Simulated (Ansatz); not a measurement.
**Ru under changes of volume**

One of the cells (13.575 Å³/atom); the others are scaled copies at fixed shape and fractional positions:

```
Ru
1.0
     2.70580    0.00000    0.00000
    -1.35290    2.34329    0.00000
     0.00000    0.00000    4.28190
Ru
2
Direct
  0.66667 0.33333 0.75000
  0.33333 0.66667 0.25000
```

| Item | Value |
| --- | --- |
| Program | Ansatz 0.2.0 |
| Functional | wPBEh |
| Potentials or basis | Ansatz PAW |
| Cutoff | 420 eV (not typed: the program's choice for these potentials) |
| k mesh | 6 × 6 × 3 |
| Occupations | fermi-dirac, width 0.05 eV |
| Spin | no spin polarisation |

```csv
volume (Å³/atom),energy over the lowest point (meV/atom),pressure (GPa)
12.760,?,?
13.032,9.84,9.9
13.303,0.00,2.0
13.575,2.75,-5.0
13.846,16.67,-11.2
14.118,40.51,-16.7
14.389,73.15,-21.6
```

Q: What does the run at 12.760 Å³/atom give?

A: Energy over the lowest point 33.83 meV/atom; pressure 18.8 GPa.

Worked out: A Birch-Murnaghan fit of order 3 (a polynomial in V^(-2/3)) to the other rows has its minimum at 13.38 Å³/atom with B0 = V·E''(V) = 354 GPa and B' = 4.8 at fixed shape and positions, which overstates the stiffness. It gives 33.90 meV/atom at 12.760 Å³/atom, against the run's 33.83, and -dE/dV = 18.7 GPa, against 18.8.

Energies are extrapolated to zero smearing.

Caveats: all runs use coarse meshes; the PAW data sets come from PBE, with cores solved anew for the run's functional, which leaves a small shift of forces and pressure; the thresholds are loose for stress.
